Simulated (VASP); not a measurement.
IrO2, 6 atoms in the cell. Symmetry: P4_2/mnm, No. 136, tetragonal system. Conventional cell: a = 4.505 Å, b = 4.505 Å, c = 3.159 Å, α = 90.00°, β = 90.00°, γ = 90.00°. Ir (site symmetry mmm) is surrounded by 6 O at 1.96 to 2.00 Å. O (site symmetry m2m) has 3 Ir at 1.96 to 2.00 Å as nearest neighbours. 

```yaml
Program: VASP 6.6.1
Task: relaxation of cell and atoms
Functional: PBE
Potentials_or_basis: VASP PAW PBE potentials, release 64 (Ir, O)
Cutoff: 600 eV
k_mesh: 6 × 6 × 10
Occupations: gaussian, width 0.05 eV
Spin: no spin polarisation
Dipole_correction: no
Further_INCAR_settings: ALGO = Fast; EDIFF = 1e-07; IBRION = 2; EDIFFG = -0.01; NSW = 80; ISIF = 3
```

Potentials or basis: VASP PAW PBE potentials, release 64 (Ir, O).

Command:

```sh
$ cat potpaw_PBE.64/Ir/POTCAR potpaw_PBE.64/O/POTCAR > POTCAR
$ mpirun -np 1 vasp_std > vasp.out
```

Hardware: 1 thread of Intel(R) Xeon(R) Platinum 8259CL CPU @ 2.50GHz (Skylake/Cascade Lake), with other jobs on the host.

Question: How long does it take, and how much memory?

Answer: Wall time 6.9 min on 1 thread of Intel(R) Xeon(R) Platinum 8259CL CPU @ 2.50GHz (Skylake/Cascade Lake) (shared host), peak memory 0.27 GiB. Counts: scf iterations 75, k points 60, ion steps 7.
